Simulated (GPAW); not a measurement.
Runs of GPAW 26.7.0 on Ga. Symmetry: Pm-3m, No. 221, cubic system. Conventional cell: a = 2.716 Å, b = 2.716 Å, c = 2.716 Å, α = 90.00°, β = 90.00°, γ = 90.00°. Around Ga (site symmetry m-3m) lie 6 Ga at 2.72 Å. The cell was built by a generator and needn't be a form met in nature.

```tsv
level	gap on the mesh (eV)	pressure (GPa)	relaxed volume (Å³/atom)
RPBE	none	-0.1	21.20
RPBE+D3(BJ)	none	-0.1	(b)
RPBE+D3	none	0.0	20.34
RPBE+D4	none	0.0	(a)
RPBE+D3(BJ)+ATM	none	-0.1	16.08
```

Alike in all rows: task relaxation of cell and atoms; potentials or basis the program's PAW data sets (release 1.2.1) made for this functional, pw; no spin polarisation; cell relaxed; k mesh 10 × 10 × 10; cutoff (eV) 600; smearing fermi-dirac 0.05 eV.

Problem. Estimate the missing entries.

Solution. (a) 18.43; (b) 16.01.

Caveats: later steps reuse the first step's grids; pairwise dispersion overbinds metals, which lowers pressure and volume (some runs); the volume moved by over 15 % at a fixed basis, so the end points are rough (some runs).

A k mesh can miss the band edges, and the runs leave out spin-orbit coupling on Ga.

A gap of «none» marks a metal or a gap under the smearing width.

Runs at the PBE level aren't shown here.
